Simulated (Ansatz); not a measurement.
# Si: the cost of one run

Method: DFT PBE, scalar-relativistic, plane waves, PAW, in Ansatz 0.2.0.

### 1 Starting point

The structure is tetragonal, space group P4_122 (No. 91). The conventional cell has a = 4.355 Å, b = 4.355 Å, c = 3.362 Å, α = 90.00°, β = 90.00°, γ = 90.00°. Around Si (site symmetry 2) lie 4 Si at 2.19 to 2.25 Å.

Coordinates:

```cif
data_structure
_symmetry_space_group_name_H-M 'P 1'
_symmetry_Int_Tables_number 1
_cell_length_a 4.3551
_cell_length_b 4.3551
_cell_length_c 3.3623
_cell_angle_alpha 90.000
_cell_angle_beta 90.000
_cell_angle_gamma 90.000
_cell_volume 63.77
loop_
_atom_site_label
_atom_site_type_symbol
_atom_site_fract_x
_atom_site_fract_y
_atom_site_fract_z
_atom_site_occupancy
Si1 Si 0.33849 0.00000 0.75000 1
Si2 Si 0.66151 0.00000 0.25000 1
Si3 Si 0.00000 0.33849 0.00000 1
Si4 Si 0.00000 0.66151 0.50000 1
```

Recipe of the guess: 4-connected net of one element (P4_122, No. 91). Lengths come from tabulated atomic sizes and are only a guess.

### 2 The guess as it stands, on a coarse mesh

Input file input.yaml:

```yaml
crystal:
  lattice:
    - [4.35514442, 0.0, 0.0]
    - [0.0, 4.35514442, 0.0]
    - [0.0, 0.0, 3.36233363]
  atoms:
    - { symbol: Si, position: [0.33848652, 0.0, 0.75] }
    - { symbol: Si, position: [0.66151348, 0.0, 0.25] }
    - { symbol: Si, position: [0.0, 0.33848652, 0.0] }
    - { symbol: Si, position: [0.0, 0.66151348, 0.5] }
basis:
  ecutwfc: 420
kpoints:
  mp_grid: { grid: [4, 4, 6] }
hamiltonian:
  xc: pbe
scf:
  occupations: { method: gaussian, width: 0.1 }
  lower_state_search: "off"
output:
  forces: true
  stress: true
  eigenvalues: true
```

On the command line:

```console
$ ansatz run input.yaml --threads 1 --pin off --max-ram 2560MiB --backend cpu --events-out ev --progress --plain --runs-dir out
```

**Question.** How long does this run take on 1 thread of Arm Neoverse V2, shared host, and how much memory does it need?

About 1.6 s, with a peak of 0.29 GiB.
